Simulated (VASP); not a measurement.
# BN (P6_3/mmc) in VASP: further runs

One crystal, BN, is run at these levels: PBE+D3(BJ); tasks: relaxation of cell and atoms, relaxation of shape and atoms at fixed volume.

All numbers are computed with VASP 6.6.1; they aren't measurements. Logs are shortened: lines on timing, memory, paths and dates and some standing lists are left out, and cuts for length are marked.

### Step 1. The structure

Symmetry: P6_3/mmc, No. 194, hexagonal system. Conventional cell: a = 2.498 Å, b = 2.498 Å, c = 6.636 Å, α = 90.00°, β = 90.00°, γ = 120.00°. Around B (site symmetry -6m2) lie 3 N at 1.44 Å. N (site symmetry -6m2) is surrounded by 3 B at 1.44 Å.

### Step 2. Relaxation of cell and atoms, PBE+D3(BJ)

Contents of INCAR:

```
PREC     = Accurate       # precision mode
ENCUT    = 520            # plane-wave cutoff, eV
EDIFF    = 1E-7           # SCF threshold, eV
ISMEAR   = 0              # smearing method
SIGMA    = 0.02           # smearing width, eV
LREAL    = False          # projectors in reciprocal space
LASPH    = True           # aspherical terms in the spheres
NELM     = 60             # most SCF steps
ALGO     = Normal         # electronic algorithm
ISIF     = 3              # what is computed and relaxed
LWAVE    = False          # write WAVECAR
LCHARG   = False          # write CHGCAR
GGA      = PE             # functional
IVDW     = 12             # dispersion correction
IBRION   = 2              # ionic algorithm
NSW      = 80             # ionic steps
EDIFFG   = -0.002         # ionic threshold
```

Contents of KPOINTS:

```
Automatic mesh
0
Gamma
  3 3 1
```

Contents of POSCAR:

```
BN
1.0
    2.4982400000      0.0000000000      0.0000000000
   -1.2491200000      2.1635393000      0.0000000000
    0.0000000000      0.0000000000      6.6357000000
B N
2 2
Direct
    0.3333333300      0.6666666700      0.2500000000
    0.6666666700      0.3333333300      0.7500000000
    0.3333333300      0.6666666700      0.7500000000
    0.6666666700      0.3333333300      0.2500000000
```

Potentials or basis: VASP PAW PBE potentials, release 64 (B, N).

Started as:

```bash
$ cat potpaw_PBE.64/B/POTCAR potpaw_PBE.64/N/POTCAR > POTCAR
$ mpirun -np 1 vasp_std > vasp.out
```

OUTCAR:

```text
PREC = Accurate
   ENCUT = 520
   EDIFF = 1E-7
   ISMEAR = 0
   LREAL = False
   LASPH = True
   NELM = 60
   ISIF = 3
   GGA = PE
   IVDW = 12
   IBRION = 2
   NSW = 80
   EDIFFG = -0.002
 IVDW          = 12

 ion  position               nearest neighbor table
   1  0.333  0.667  0.250-   4 1.44   4 1.44   4 1.44
   2  0.667  0.333  0.750-   3 1.44   3 1.44   3 1.44
   3  0.333  0.667  0.750-   2 1.44   2 1.44   2 1.44
   4  0.667  0.333  0.250-   1 1.44   1 1.44   1 1.44

  LATTYP: Found a hexagonal cell.
 ALAT       =     2.4982400000
 C/A-ratio  =     2.6561499296

  Lattice vectors:

 A1 = (   2.4982400000,   0.0000000000,   0.0000000000)
 A2 = (  -1.2491200000,   2.1635393000,   0.0000000000)
 A3 = (   0.0000000000,   0.0000000000,   6.6357000000)

Analysis of symmetry for initial positions (statically):
=====================================================================
 Subroutine PRICEL returns:
 Original cell was already a primitive cell.

 Routine SETGRP: Setting up the symmetry group for a
 hexagonal supercell.

 Subroutine GETGRP returns: Found 24 space group operations
 (whereof 12 operations were pure point group operations)
 out of a pool of 24 trial point group operations.

The static configuration has the point symmetry D_3d.
 The point group associated with its full space group is D_6h.

Analysis of symmetry for dynamics (positions and initial velocities):
=====================================================================
 Subroutine PRICEL returns:
 Original cell was already a primitive cell.

 Routine SETGRP: Setting up the symmetry group for a
 hexagonal supercell.

 Subroutine GETGRP returns: Found 24 space group operations
 (whereof 12 operations were pure point group operations)
 out of a pool of 24 trial point group operations.

The dynamic configuration has the point symmetry D_3d.
 The point group associated with its full space group is D_6h.

 Subroutine INISYM returns: Found 24 space group operations
 (whereof 12 operations are pure point group operations),
 and found     1 'primitive' translations

----------------------------------------------------------------------------------------

                                     Primitive cell

  volume of cell :      35.8662

  direct lattice vectors                    reciprocal lattice vectors
     2.498240000  0.000000000  0.000000000     0.400281798  0.231102805  0.000000000
    -1.249120000  2.163539300  0.000000000     0.000000000  0.462205609  0.000000000
     0.000000000  0.000000000  6.635700000     0.000000000  0.000000000  0.150700002

  length of vectors
     2.498240000  2.498239996  6.635700000     0.462205608  0.462205609  0.150700002

  position of ions in fractional coordinates (direct lattice)
     0.333333330  0.666666670  0.250000000
     0.666666670  0.333333330  0.750000000
     0.333333330  0.666666670  0.750000000
     0.666666670  0.333333330  0.250000000

  ion indices of the primitive-cell ions
   primitive index   ion index
                 1           1
                 2           2
                 3           3
                 4           4

----------------------------------------------------------------------------------------

 KPOINTS: Automatic mesh

Automatic generation of k-mesh.
 Grid dimensions read from file:
 generate k-points for:    3    3    1

 Generating k-lattice:

  Cartesian coordinates                     Fractional coordinates (reciprocal lattice)
     0.133427266  0.077034268  0.000000000     0.333333333 -0.000000000  0.000000000
     0.000000000  0.154068536  0.000000000     0.000000000  0.333333333  0.000000000
     0.000000000  0.000000000  0.150700002     0.000000000  0.000000000  1.000000000

  Length of vectors
     0.154068536  0.154068536  0.150700002

  Shift w.r.t. Gamma in fractional coordinates (k-lattice)
     0.000000000  0.000000000  0.000000000

 Subroutine IBZKPT returns following result:
 ===========================================

 Found      3 irreducible k-points:

 Following reciprocal coordinates:
            Coordinates               Weight
  0.000000  0.000000  0.000000      1.000000
  0.333333  0.000000  0.000000      6.000000
  0.333333  0.333333  0.000000      2.000000
   k-points           NKPTS =      3   k-points in BZ     NKDIM =      3   number of bands    NBANDS=     12
   number of dos      NEDOS =    301   number of ions     NIONS =      4
   total plane-waves  NPLWV =  20000
   dimension x,y,z NGX =    20 NGY =   20 NGZ =   50
   dimension x,y,z NGXF=    40 NGYF=   40 NGZF=  100
   ions per type =               2   2
   NGX,Y,Z   is equivalent  to a cutoff of  13.31, 13.31, 12.53 a.u.
   NGXF,Y,Z  is equivalent  to a cutoff of  26.62, 26.62, 25.05 a.u.
 SYSTEM =  unknown system
   PREC   = accura    normal or accurate (medium, high low for compatibility)
   ISTART =      0    job   : 0-new  1-cont  2-samecut
   ICHARG =      2    charge: 1-file 2-atom 10-const
   ISPIN  =      1    spin polarized calculation?
   LNONCOLLINEAR =      F non collinear calculations
   LSORBIT =      F    spin-orbit coupling
   LASPH  =      T    aspherical Exc in radial PAW
   ENCUT  =  520.0 eV  38.22 Ry    6.18 a.u.   4.65  4.65 12.34*2*pi/ulx,y,z
   NELM   =     60;   NELMIN=  2; NELMDL= -5     # of ELM steps
   EDIFF  = 0.1E-06   stopping-criterion for ELM
   LREAL  =      F    real-space projection
   EDIFFG = -.2E-02   stopping-criterion for IOM
   NSW    =     80    number of steps for IOM
   IBRION =      2    ionic relax: 0-MD 1-quasi-New 2-CG
   NFREE  =      1    steps in history (QN), initial steepest desc. (CG)
   ISIF   =      3    stress and relaxation
   ISYM   =      2    0-nonsym 1-usesym 2-fastsym
   POTIM  = 0.5000    time-step for ionic-motion
   TEBEG  =    0.0;   TEEND  =   0.0 temperature during run
   PSTRESS=    0.0 pullay stress
   NELECT =      16.0000    total number of electrons
   NUPDOWN=      -1.0000    fix difference up-down
   EMIN   =  10.00;   EMAX   =-10.00  energy-range for DOS
   EFERMI =   0.00;   METHOD = LEGACY
   ISMEAR =     0;   SIGMA  =   0.02  broadening in eV -4-tet -1-fermi 0-gaus
   EFERMI_NEDOS =   21; number of points for ismear=-14 and -15
   IALGO  =     38    algorithm
   IMIX   =      4    mixing-type and parameters
     AMIX     =   0.40;   BMIX     =  1.00
     AMIX_MAG =   1.60;   BMIX_MAG =  1.00
  volume/ion in A,a.u.               =       8.97        60.51
  Fermi-wavevector in a.u.,A,eV,Ry     =   1.250891  2.363842 21.289433  1.564729
  Thomas-Fermi vector in A             =   2.384864
   LORBIT       =      0    0 simple, 1 ext, 2 COOP (PROOUT), +10 PAW based schemes
   GGA     = PE    functional components
   LHFCALC =     F    Hartree Fock is set to
   AEXX    =    0.0000 exact exchange contribution
   IVDW    =    12    specifies the selected vdW correction
   LEPSILON=     F    determine dielectric tensor
   LRPA    =     F    only Hartree local field effects (RPA)
 conjugate gradient relaxation of ions
 non-spin polarized calculation
 Gauss-broadening in eV      SIGMA  =   0.02
  energy-cutoff  :      520.00
  volume of cell :       35.87
 maximum number of plane-waves:       985
 NGX is ok and might be reduce to    18
   NGX =  9   NGY =  9   NGZ = 25

--------------------------------------- Ionic step        1  -------------------------------------------

 number of electron      15.9999997 magnetization

 Free energy of the ion-electron system (eV)
  ---------------------------------------------------
  ext. energy  EPLUGINS =         0.00000000
  ---------------------------------------------------
  free energy    TOTEN  =       -34.85564620 eV

  energy without entropy =      -34.85564620  energy(sigma->0) =      -34.85564620

------------------------ aborting loop because EDIFF is reached ----------------------------------------

 Edisp (eV)   -0.56768

 E8    (eV) :    -0.1663

  FORCE on cell =-STRESS in cart. coord.  units (eV):
  Direction    XX          YY          ZZ          XY          YZ          ZX
  --------------------------------------------------------------------------------------
  -------------------------------------------------------------------------------------
  Total       0.77343     0.77343     0.45329     0.00000     0.00000     0.00000
  in kB      34.54965    34.54965    20.24881     0.00000     0.00000     0.00000
  external pressure =       29.78 kB  Pullay stress =        0.00 kB
[... 65 lines left out ...]
  energy  without entropy=      -35.4191070274  energy(sigma->0) =      -35.41910703

--------------------------------------- Ionic step        3  -------------------------------------------

 number of electron      15.9999998 magnetization

 E-fermi :   2.4079     XC(G=0): -10.0244

 val. band max:        2.2380896365   @ k =   0.3333   0.3333   0.0000
 cond. band min:       7.1138222455   @ k =   0.3333   0.3333   0.0000
 fundamental gap:      4.8757326090
 Fermi energy:         2.4079347449

 k-point     1 :       0.0000    0.0000    0.0000
  band No.  band energies     occupation
      1     -15.4601      2.00000
      2     -15.1663      2.00000
      3      -3.9023      2.00000
      4      -1.7778      2.00000
      5       0.9962      2.00000
      6       0.9962      2.00000
      7       1.0335      2.00000
      8       1.0335      2.00000
      9       7.5313      0.00000
     10      12.6067      0.00000
     11      13.8048      0.00000
     12      13.8048      0.00000
[... 193 lines left out ...]
  energy  without entropy=      -35.4397542756  energy(sigma->0) =      -35.43975428

--------------------------------------- Ionic step        7  -------------------------------------------

 number of electron      16.0000000 magnetization

 Free energy of the ion-electron system (eV)
  ---------------------------------------------------
  ext. energy  EPLUGINS =         0.00000000
  ---------------------------------------------------
  free energy    TOTEN  =       -34.91798603 eV

  energy without entropy =      -34.91798603  energy(sigma->0) =      -34.91798603

 E-fermi :   1.9437     XC(G=0):  -9.6295

 val. band max:        1.8143918785   @ k =   0.3333   0.3333   0.0000
 cond. band min:       6.5658290108   @ k =   0.3333   0.3333   0.0000
 fundamental gap:      4.7514371323
 Fermi energy:         1.9437483313

 k-point     1 :       0.0000    0.0000    0.0000
  band No.  band energies     occupation
      1     -15.8890      2.00000
      2     -15.7078      2.00000
      3      -4.1382      2.00000
      4      -2.5750      2.00000
      5       0.5256      2.00000
      6       0.5256      2.00000
      7       0.5452      2.00000
      8       0.5452      2.00000
      9       6.7265      0.00000
     10      11.4174      0.00000
     11      13.3672      0.00000
     12      13.3672      0.00000
[... 63 lines left out ...]
  FREE ENERGIE OF THE ION-ELECTRON SYSTEM (eV)
  ---------------------------------------------------
  free  energy   TOTEN  =       -35.4400081622 eV

  energy  without entropy=      -35.4400081622  energy(sigma->0) =      -35.44000816

 reached required accuracy - stopping structural energy minimisation
```

Run time: 17 s. Hardware: 1 thread of Intel Xeon Platinum 8259CL at 2.50GHz (Skylake/Cascade Lake), shared host; peak memory 0.15 GiB.

What came out:

```
Free energy                            : -35.4400 eV
Relaxed volume                         : 9.61 Å³/atom
Relaxed cell                           : a = 2.506 Å, b = 2.506 Å, c = 7.069 Å, α = 90.00°, β = 90.00°, γ = 120.00°
Space group after relaxing (to 0.05 Å) : P6_3/mmc (No. 194)
Energy gained by relaxing              : 4.2 meV/atom
Ionic steps                            : 7
Pressure after relaxing                : 0.0 GPa
Band gap on the k mesh                 : 4.75 eV, direct
Dispersion energy per atom             : -0.131 eV
```

The path:
```csv
step,energy change (eV),largest force (eV/Å),pressure (GPa),volume (Å³)
1,0.0000,0.0000,2.98,35.87
2,0.0042,0.0000,-3.65,36.74
3,-0.0033,0.0000,0.26,36.21
4,-0.0056,0.0000,0.23,36.40
5,-0.0111,0.0000,0.16,36.98
6,-0.0164,0.0000,0.05,38.13
7,-0.0167,0.0000,0.01,38.45
```

Final structure:
```yaml
crystal:
  lattice:
    - [2.50613, 0.00000, 0.00000]
    - [-1.25307, 2.17037, 0.00000]
    - [0.00000, 0.00000, 7.06888]
  atoms:
    - { symbol: B, position: [0.33333, 0.66667, 0.25000] }
    - { symbol: B, position: [0.66667, 0.33333, 0.75000] }
    - { symbol: N, position: [0.33333, 0.66667, 0.75000] }
    - { symbol: N, position: [0.66667, 0.33333, 0.25000] }
```

Levels at points of the mesh, in eV from the valence-band top:
| k point | band 5 | band 6 | band 7 | band 8 | band 9 | band 10 | band 11 | band 12 |
| --- | --- | --- | --- | --- | --- | --- | --- | --- |
| (0.00, 0.00, 0.00) | -1.29 | -1.29 | -1.27 | -1.27 | 4.91 | 9.60 | 11.55 | 11.55 |

Caveat: the k mesh is coarse (spacing up to 0.97 Å⁻¹), so the values aren't converged; an odd mesh through Γ misses points on the zone boundary, where band edges often lie. Expect the measured gap to be larger: semilocal functionals such as PBE lack the derivative discontinuity.

### Step 3. Relaxation of cell and atoms, PBE+D3(BJ)

This run uses another cell than the first one, of 9.61 Å³/atom, 1.072 times its volume.

INCAR is that of step 2.

KPOINTS is that of step 2.

Contents of POSCAR:

```
BN                                      
1.0
    2.5061327552     -0.0000000000      0.0000000000
   -1.2530663776      2.1703746265     -0.0000000000
    0.0000000000      0.0000000000      7.0688777228
  B               N             
     2     2
Direct
     0.3333333300000021    0.6666666699999979    0.2500000000000000
     0.6666666699999979    0.3333333300000021    0.7500000000000000
     0.3333333300000021    0.6666666699999979    0.7500000000000000
     0.6666666699999979    0.3333333300000021    0.2500000000000000
```

Potentials or basis: VASP PAW PBE potentials, release 64 (B, N).

Started as:

```bash
$ cat potpaw_PBE.64/B/POTCAR potpaw_PBE.64/N/POTCAR > POTCAR
$ mpirun -np 1 vasp_std > vasp.out
```

OUTCAR:

```text
PREC = Accurate
   ENCUT = 520
   EDIFF = 1E-7
   ISMEAR = 0
   LREAL = False
   LASPH = True
   NELM = 60
   ISIF = 3
   GGA = PE
   IVDW = 12
   IBRION = 2
   NSW = 80
   EDIFFG = -0.002
 IVDW          = 12

 ion  position               nearest neighbor table
   1  0.333  0.667  0.250-   4 1.45   4 1.45   4 1.45
   2  0.667  0.333  0.750-   3 1.45   3 1.45   3 1.45
   3  0.333  0.667  0.750-   2 1.45   2 1.45   2 1.45
   4  0.667  0.333  0.250-   1 1.45   1 1.45   1 1.45

  LATTYP: Found a hexagonal cell.
 ALAT       =     2.5061327552
 C/A-ratio  =     2.8206317914

  Lattice vectors:

 A1 = (   2.5061327552,   0.0000000000,   0.0000000000)
 A2 = (  -1.2530663776,   2.1703746265,   0.0000000000)
 A3 = (   0.0000000000,   0.0000000000,   7.0688777228)

[... 286 lines left out ...]

--------------------------------------- Ionic step       13  -------------------------------------------

 number of electron      15.9999998 magnetization

------------------------ aborting loop because EDIFF is reached ----------------------------------------
[... 79 lines left out ...]
--------------------------------------- Ionic step       15  -------------------------------------------

 number of electron      15.9999998 magnetization

 Free energy of the ion-electron system (eV)
  ---------------------------------------------------
  ext. energy  EPLUGINS =         0.00000000
  ---------------------------------------------------
  free energy    TOTEN  =       -34.93251037 eV

  energy without entropy =      -34.93251037  energy(sigma->0) =      -34.93251037

 E-fermi :   1.8205     XC(G=0):  -9.5260

 val. band max:        1.7004098656   @ k =   0.3333   0.3333   0.0000
 cond. band min:       6.4297911309   @ k =   0.3333   0.3333   0.0000
 fundamental gap:      4.7293812653
 Fermi energy:         1.8205380061

 k-point     1 :       0.0000    0.0000    0.0000
  band No.  band energies     occupation
      1     -15.9991      2.00000
      2     -15.8402      2.00000
      3      -4.2033      2.00000
      4      -2.7654      2.00000
      5       0.4036      2.00000
      6       0.4036      2.00000
      7       0.4201      2.00000
      8       0.4201      2.00000
      9       6.5319      0.00000
     10      11.1028      0.00000
     11      13.2480      0.00000
     12      13.2480      0.00000
[... 63 lines left out ...]
  FREE ENERGIE OF THE ION-ELECTRON SYSTEM (eV)
  ---------------------------------------------------
  free  energy   TOTEN  =       -35.4443754630 eV

  energy  without entropy=      -35.4443754630  energy(sigma->0) =      -35.44437546

 reached required accuracy - stopping structural energy minimisation
```

It took 30 s on 1 thread of Intel Xeon Platinum 8259CL at 2.50GHz (Skylake/Cascade Lake), shared host; peak memory 0.15 GiB.

Results:

| Quantity | Value |
| --- | --- |
| Free energy | -35.4444 eV |
| Relaxed volume | 9.77 Å³/atom |
| Relaxed cell | a = 2.506 Å, b = 2.506 Å, c = 7.183 Å, α = 90.00°, β = 90.00°, γ = 120.00° |
| Space group after relaxing (to 0.05 Å) | P6_3/mmc (No. 194) |
| Energy gained by relaxing | 0.1 meV/atom |
| Ionic steps | 15 |
| Pressure after relaxing | 0.0 GPa |
| Band gap on the k mesh | 4.73 eV, direct |
| Dispersion energy per atom | -0.128 eV |

The path:
```tsv
step	energy change (eV)	largest force (eV/Å)	pressure (GPa)	volume (Å³)
1	0.0000	0.0000	0.14	38.45
2	-0.0001	0.0000	0.03	38.50
3	-0.0002	0.0000	-0.30	38.64
4	-0.0002	0.0000	-0.29	38.65
5	-0.0002	0.0000	-0.25	38.67
6	-0.0003	0.0000	-0.18	38.71
7	-0.0005	0.0000	-0.04	38.78
8	-0.0005	0.0000	0.25	38.94
9	-0.0005	0.0000	0.22	38.92
10	-0.0006	0.0000	0.12	38.99
11	-0.0006	0.0000	0.05	39.04
12	-0.0006	0.0000	0.03	39.05
13	-0.0006	0.0000	0.03	39.06
14	-0.0006	0.0000	0.03	39.06
15	-0.0006	0.0000	0.01	39.07
```

Final structure:
```
B N
1.0
     2.50629    0.00000    0.00000
    -1.25314    2.17051    0.00000
     0.00000    0.00000    7.18267
B N
2 2
Direct
  0.33333 0.66667 0.25000
  0.66667 0.33333 0.75000
  0.33333 0.66667 0.75000
  0.66667 0.33333 0.25000
```

Levels at points of the mesh, in eV from the valence-band top:
```csv
k point,band 4,band 5,band 6,band 7,band 8,band 9,band 10,band 11,band 12
"(0.00, 0.00, 0.00)",-4.47,-1.30,-1.30,-1.28,-1.28,4.83,9.40,11.55,11.55
```

Caveat: the k mesh is coarse (spacing up to 0.96 Å⁻¹), so the values aren't converged; an odd mesh through Γ misses points on the zone boundary, where band edges often lie. Zero-point motion and thermal expansion aren't in these numbers.

(Part 1 of 2 ends here.)
